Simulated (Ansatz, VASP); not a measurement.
**Two plane-wave programs on Al**

Contents of INCAR:

```
SYSTEM = Al
PREC = Accurate
ENCUT = 520
EDIFF = 1E-7
ISMEAR = -1
SIGMA = 0.05
LREAL = .FALSE.
LASPH = .TRUE.
NELM = 60
ALGO = Normal
ISIF = 2
LWAVE = .FALSE.
LCHARG = .TRUE.
GGA = RE
LELF = .TRUE.
LVHAR = .TRUE.
NBANDS = 8
```

File KPOINTS:

```
Automatic mesh
0
G
  11 11 11
  0 0 0
```

Contents of POSCAR:

```
Al
1.0
    0.0000000000      2.0645171409      2.0645171409
    2.0645171409      0.0000000000      2.0645171409
    2.0645171409      2.0645171409      0.0000000000
Al
1
Direct
    0.0000000000      0.0000000000      0.0000000000
```

File input.yaml:

```yaml
crystal:
  lattice:
    - [0.0, 2.0645171409, 2.0645171409]
    - [2.0645171409, 0.0, 2.0645171409]
    - [2.0645171409, 2.0645171409, 0.0]
  atoms:
    - { symbol: Al, position: [0.0, 0.0, 0.0] }
hamiltonian:
  xc: revpbe
  pseudopotentials: { kind: paw }
kpoints:
  mp_grid: { grid: [11, 11, 11] }
scf:
  occupations: { method: fermi_dirac, width: 0.05 }
output:
  forces: true
  stress: true
  eigenvalues: true
```

Alike in both runs: task single point; functional revPBE; k mesh 11 × 11 × 11; occupations fermi-dirac, width 0.05 eV; no spin polarisation.

|  | VASP | Ansatz |
| --- | --- | --- |
| version | VASP 6.6.1 | Ansatz 0.2.0 |
| potentials or method | VASP PAW PBE potentials, release 64 (Al) | Ansatz PAW |
| plane-wave cutoff (eV) | 520 | 420 |
| valence electrons in the cell | 3 | 3 |

|  | VASP | Ansatz | Ansatz less VASP |
| --- | --- | --- | --- |
| gap on the k mesh at the Fermi level (eV) | none | none | - |
| pressure (GPa) | -3.6 | -3.4 | +0.14 |

A gap of «none» marks a metal or a gap that the smearing closes. With one functional, cell and mesh, what is left measures potentials, basis and numerics.

Caveats: the PAW data sets were made with another functional, which shifts forces and pressure a little (VASP); the PAW data sets come from PBE, with cores solved anew for the run's functional, which leaves a small shift of forces and pressure (Ansatz).
